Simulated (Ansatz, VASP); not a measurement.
## One calculation of C, two programs

```
C
1.0
     0.00000    1.83647    1.74997
     1.83647    0.00000    1.74997
     1.83647    1.83647    0.00000
C
2
Direct
  0.50000 0.50000 0.50000
  0.75000 0.75000 0.75000
```

Alike in both runs: task single point; functional LDA; k mesh 12 × 12 × 12; occupations gaussian, width 0.05 eV; no spin polarisation.

```csv
,VASP,Ansatz
version,VASP 6.6.1,Ansatz 0.2.0
potentials or method,"VASP PAW LDA potentials, release 64 (C)","scalar-relativistic, plane waves, PAW"
plane-wave cutoff (eV),520,520
valence electrons in the cell,8,8
```

VASP gave:

* gap on the k mesh at the Fermi level (eV): 2.87
* least direct gap on the mesh (eV): 4.62
* pressure (GPa): -27.2
* largest component of the traceless stress (GPa): 27.09

Problem. What did Ansatz give for the same quantities?

Solution. gap on the k mesh at the Fermi level (eV): 2.87; least direct gap on the mesh (eV): 4.62; pressure (GPa): -28.5; largest component of the traceless stress (GPa): 27.12.

Ansatz warned: «pseudo_functional_mismatch».

Caveats: so large a pressure means that the cell lies far from this level's equilibrium, or that cutoff or potentials fall short (VASP).
